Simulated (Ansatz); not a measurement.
# Al2Ru: the cost of one run

Program: Ansatz 0.2.0. Level of theory: DFT r2SCAN, scalar-relativistic, plane waves, PAW. These are calculated values, not measurements.

2 further runs of the same task are left out: 2 set aside as unsound or not needed.

### Step 1. Starting point

It takes space group Fddd (No. 70, orthorhombic). The conventional cell has a = 4.707 Å, b = 7.979 Å, c = 8.783 Å, α = 90.00°, β = 90.00°, γ = 90.00°. Al (site symmetry 2) is surrounded by 5 Ru at 2.57 to 2.72 Å and 5 Al at 2.60 to 2.73 Å. Ru (site symmetry 222) is surrounded by 10 Al at 2.57 to 2.72 Å.

As a file:

```cif
data_structure
_symmetry_space_group_name_H-M 'Fddd:1'
_symmetry_Int_Tables_number 70
_cell_length_a 4.7067
_cell_length_b 7.9790
_cell_length_c 8.7829
_cell_angle_alpha 90.000
_cell_angle_beta 90.000
_cell_angle_gamma 90.000
_cell_volume 329.84
loop_
_atom_site_label
_atom_site_type_symbol
_atom_site_symmetry_multiplicity
_atom_site_Wyckoff_symbol
_atom_site_fract_x
_atom_site_fract_y
_atom_site_fract_z
_atom_site_occupancy
Al1 Al 16 f 0.75000 0.57905 0.25000 1
Ru1 Ru 8 b 0.75000 0.25000 0.25000 1
```

It goes back to an entry of the Materials Project, which need not be the stable form.

This cell was relaxed beforehand with the same method: volume 13.74 Å³/atom, gap on the mesh 0.18 eV.

The unstrained cell comes from an earlier run at this level (6 atoms, E(σ→0) -13947.6683 eV, gap 0.17 eV over the zone).

### Step 2. Strain -1.0 %

input.yaml

```yaml
crystal:
  lattice:
    - [0.0, 3.9496119287, 4.3475401151]
    - [2.3298279785, 0.0, 4.3475401151]
    - [2.3758833783, 3.9767794482, -0.0246808899]
  atoms:
    - { symbol: Al, position: [0.0790459565, 0.4209540435, 0.0790459565] }
    - { symbol: Al, position: [0.4209540435, 0.0790459565, 0.4209540435] }
    - { symbol: Al, position: [0.1709540435, 0.8290459565, 0.1709540435] }
    - { symbol: Al, position: [0.8290459565, 0.1709540435, 0.8290459565] }
    - { symbol: Ru, position: [0.75, 0.75, 0.75] }
    - { symbol: Ru, position: [0.5, 0.5, 0.5] }
basis:
  ecutwfc: 500
kpoints:
  mp_grid: { grid: [10, 10, 10] }
hamiltonian:
  xc: r2scan
scf:
  occupations: { method: gaussian, width: 0.01 }
output:
  forces: true
  stress: true
  eigenvalues: true
  write_density: true
  write_potential: true
  elf: true
  volumetric_format: npy
relax:
  adjacent_minimum: "off"
  f_tol: 0.008
  max_steps: 40
  cell: { stress_tol: 0.015, fix: [a, b, gamma] }
```

Launch:

```console
$ ansatz run input.yaml --threads 1 --pin off --max-ram 2560MiB --backend cpu --events-out ev --progress --plain --runs-dir out
```

Q: Estimate wall time and peak memory on 1 thread of Intel Xeon 6975P-C (Granite Rapids), shared host.

About 6.3 min, with a peak of 1.5 GiB.
